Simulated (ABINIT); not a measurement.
# A GW chain in ABINIT: AlN (P6_3mc), part 3 of 3

Aim: the G0W0 gap of AlN (P6_3mc) on PBE, step by step.

ABINIT 10.8.3; PBE and many-body steps on it, plane waves. Known limits of the many-body steps: not at the basis limit; coarse k mesh.

So far. Step 4 (Empty states on the mesh, 3×3×4 mesh, 83 bands): On this mesh the gap is 4.220 eV. Step 5 (Screening, 3×3×4 mesh, 75 bands, screening to 136.1 eV): Local fields lower ε∞ by 9 %. On a Γ-centred mesh this coarse the value itself is usually too large, while a short band sum pulls it down.

The database entry behind the starting cell differs from later determinations by our own check (inner coordinate u about 0.002 short), so it need not match the best structure at ambient conditions.

### Step 6. Self-energy, 3×3×4 mesh, 75 bands, screening to 136.1 eV

The self-energy is evaluated for the states that the input lists, and the levels follow from it, in one-shot runs by the linearised quasiparticle equation.

This step: G0W0 on PBE, plane waves, norm-conserving pseudopotentials.

The input, run.abi:

```
acell 3*1.0 Angstrom
rprim 
  3.113000000011 -0.000000000003 0.000000000000
  -1.556500000003 2.695937081992 0.000000000000
  0.000000000000 0.000000000000 4.981000000000
ntypat 2
znucl 13 7
natom 4
typat 1 1 2 2
xred 
  0.333333333333 0.666666666667 0.000000000000
  0.666666666667 0.333333333333 0.500000000000
  0.333333333333 0.666666666667 0.380000000000
  0.666666666667 0.333333333333 0.880000000000
pp_dirpath "pseudos"
pseudos "Al.upf, N.upf"
ecut 36
ngkpt 3 3 4
nshiftk 1
shiftk 0 0 0
kptopt 1
chksymbreak 0
istwfk *1
occopt 1
irdwfk 1
optdriver 4
nband 75
gwcalctyp 0
ecutsigx 36
symsigma 1
nkptgw 1
kptgw 
  0.0000000000 0.0000000000 0.0000000000
bdgw 
  6 10
ecuteps 5
irdscr 1
ppmodel 1
indata_prefix "in"
outdata_prefix "out"
tmpdata_prefix "tmp"
```

Launch:

```console
$ OMP_NUM_THREADS=1 mpirun -n 8 abinit run.abi > log
```

Numbers of over 12 decimals in the logs are rounded to 6 here.

The log of the run:

```text
.Version 10.8.3 of ABINIT. v10.8.2 released Aug 2026.

 Symmetries : space group P6_3 m c (#186); Bravais hP (primitive hexag.)
[... echo of the input left out ...]
== DATASET  1 ==================================================================
-   mpi_nproc: 8, omp_nthreads: 1 (-1 if OMP is not activated)

--- !DatasetInfo
iteration_state: {dtset: 1, }
dimensions: {natom: 4, nkpt: 9, mband: 75, nsppol: 1, nspinor: 1, nspden: 1, mpw: 2934, }
cutoff_energies: {ecut:  36.0, pawecutdg:  -1.0, }
electrons: {nelect:   1.60000000E+01, charge:   0.00000000E+00, occopt:   1.00000000E+00, tsmear:   1.00000000E-02, }

 SIGMA: Calculation of the GW corrections

 Based on a program developped by R.W. Godby, V. Olevano, G. Onida, and L. Reining.
 Incorporated in ABINIT by V. Olevano, G.-M. Rignanese, and M. Torrent.
.Using double precision arithmetic ; gwpc =  8

[... cell and pseudopotentials left out ...]
--------------------------------------------------------------------------------

 ==== K-mesh for the wavefunctions ====
 Number of points in the irreducible wedge :     9
[... list of points left out ...]
 Together with 12 symmetry operations and time-reversal symmetry
 yields    36 points in the full Brillouin Zone.

 ==== Q-mesh for screening function ====
 Number of points in the irreducible wedge :     9
[... list of points left out ...]
 Together with 12 symmetry operations and time-reversal symmetry
 yields    36 points in the full Brillouin Zone.

 vcoul_init : cutoff-mode = AUXILIARY_FUNCTION
 q-points for optical limit:   1
     1)      0.000010    0.000020    0.000030
 setmesh: FFT mesh size selected  =    27x   27x   54
          total number of points  =        39366

 Number of electrons calculated from density =   16.0000; Expected =   16.0000
 average of density, n =  0.056718
 r_s =    1.6146
 omega_plasma =   22.9728 [eV]

 === KS Band Gaps ===
  >>>> For spin  1
   Minimum direct gap =   4.2205 [eV], located at k-point      :   0.0000  0.0000  0.0000
   Fundamental gap    =   4.2205 [eV], Top of valence bands at :   0.0000  0.0000  0.0000
                                       Bottom of conduction at :   0.0000  0.0000  0.0000
 SIGMA fundamental parameters:
 PLASMON POLE MODEL  1
 number of plane-waves for SigmaX                 2863
 number of plane-waves for SigmaC and W            135
 number of plane-waves for wavefunctions          2863
 number of bands                                    75
 number of independent spin polarizations            1
 number of spinorial components                      1
 number of k-points in IBZ                           9
 number of q-points in IBZ                           9
 number of symmetry operations                      12
 number of k-points in BZ                           36
 number of q-points in BZ                           36
 number of frequencies for dSigma/dE                 9
 frequency step for dSigma/dE [eV]                0.25
 number of omega for Sigma on real axis              0
 max omega for Sigma on real axis  [eV]           0.00
 zcut for avoiding poles [eV]                     0.10

 EPSILON^-1 parameters (SCR file):
 dimension of the eps^-1 matrix on file            135
 dimension of the eps^-1 matrix used               135
 number of plane-waves for wavefunctions          2863
 number of bands                                    75
 number of q-points in IBZ                           9
 number of frequencies                               2
 number of real frequencies                          1
 number of imag frequencies                          1

 matrix elements of self-energy operator (all in [eV])

 Perturbative Calculation

--- !SelfEnergy_ee
iteration_state: {dtset: 1, }
kpoint     : [   0.000,    0.000,    0.000, ]
spin       : 1
KS_gap     :    4.220
QP_gap     :    5.364
Delta_QP_KS:    1.143
data: !SigmaeeData |
     Band     E0 <VxcDFT>   SigX SigC(E0)      Z dSigC/dE  Sig(E)    E-E0       E
        6   5.135 -16.993 -20.718   3.352   0.795  -0.258 -17.289  -0.296   4.838
        7   5.135 -16.993 -20.718   3.352   0.795  -0.258 -17.289  -0.296   4.838
        8   5.314 -17.085 -20.310   3.003   0.800  -0.250 -17.263  -0.178   5.137
        9   9.535 -12.505  -7.906  -3.431   0.826  -0.211 -11.540   0.965  10.500
       10  11.990 -10.792  -5.550  -4.041   0.832  -0.202  -9.793   0.999  12.989

== END DATASET(S) ==============================================================
================================================================================

 -outvars: echo values of variables after computation  --------
           etotal      0.0000000000E+00
            nband          75
             nkpt           9
          spgroup         186
 [... the other variables as echoed above ...]

 Calculation completed.
```

Elapsed: 2.7 s, on 8 MPI ranks of Arm Neoverse V1, shared host; peak memory 0.11 GiB.

Numbers from this step:

- G0W0 gap on the points computed: 5.363 eV
- starting gap on the mesh: 4.220 eV
- k of the valence top: 0, 0, 0
- k of the conduction bottom: 0, 0, 0
- Z at the valence top: 0.8
- Z at the conduction bottom: 0.826
- least direct G0W0 gap on the computed points: 5.363 eV

The gap on the mesh goes from 4.22 eV to 5.36 eV, a correction of +1.14 eV.

Limits: finite bands, cutoff and mesh; coarse k mesh. v1 is the top filled band, c1 the lowest empty one. The levels before and after the correction (eV, zero at the valence-band top of each column):

```
           conduction bottom  valence top
Kohn-Sham               4.22         0.00
     G0W0               5.36         0.00
```

|  | level | energy (eV) |
| --- | --- | --- |
| Kohn-Sham | Γ v3-v2 | -0.180 |
| Kohn-Sham | Γ v1 | 0.000 |
| Kohn-Sham | Γ c1 | 4.221 |
| Kohn-Sham | Γ c2 | 6.676 |
| G0W0 | Γ v3-v2 | -0.299 |
| G0W0 | Γ v1 | 0.000 |
| G0W0 | Γ c1 | 5.363 |
| G0W0 | Γ c2 | 7.852 |

### Step 7. Where the time went

Times are wall times on 8 MPI ranks of Arm Neoverse V1, shared host, good to a factor of about two.

```csv
step,time,share,memory (GiB)
ground state,5.3 s,10 %,0.53
bands along the symmetry lines,7.3 s,13 %,0.5
empty states on the mesh,34 s,62 %,4.0
screening,5.9 s,11 %,0.89
self-energy,2.7 s,5 %,0.11
```

### Step 8. Results

| Property | Result |
| --- | --- |
| PBE gap | 4.22 eV, direct |
| G0W0 gap on the mesh | 5.36 eV |
| GW settings | 3×3×4 mesh, 75 bands, screening to 136.1 eV, Godby-Needs plasmon pole |
| known limits | not at the basis limit; coarse k mesh |

What this shows: G0W0 moves the gap on the mesh from 4.22 eV to 5.36 eV (+1.14 eV), with Z of 0.80 and 0.83 at the edges. Local fields lower the RPA ε∞ on this mesh from 5.36 to 4.90; a Γ-centred mesh this coarse tends to raise both, most where the direct gap is narrow, while a short band sum lowers them. Only 1 of the mesh's irreducible points was corrected, so a valley elsewhere could overtake. The dearest step here is «empty states on the mesh». Bands and cutoff are finite, so the gap is not at the basis limit. The miss can reach some tenths of an eV and take either sign; the mesh is an error of its own. In the G0W0 run levels were corrected at 1 k point alone, so a gap called «on the mesh» is the least over those, and an edge elsewhere would be missed. The 3×3×4 mesh is coarse for this cell, which bears on the long-range parts of exchange and screening.

[Paths, hosts, dates, memory and timing lines, banners, echoed tables and standing remarks are left out of the program output.]

[Logs are printed without paths, hosts, clocks, repeated set-up lines and the standing remarks that a program may print on its own settings, such as how far it seeks lower states.]

[Runs of the session that timed out or met a known fault of the program may be left out.]

[Hosts, paths, dates, database ids (printed as entryN), source tags and the programs' standing remarks are cut or masked in the printed files.]

[G0W0 gaps are taken among the corrected bands and points alone; a level outside them can change the order at an edge.]

[Where Ansatz stands beside ABINIT at settings called matched, ABINIT's density can come from a denser mesh and the files from another edition; pairs whose starting gaps differed by over 0.03 eV were left out, so agreement reads better than it is.]
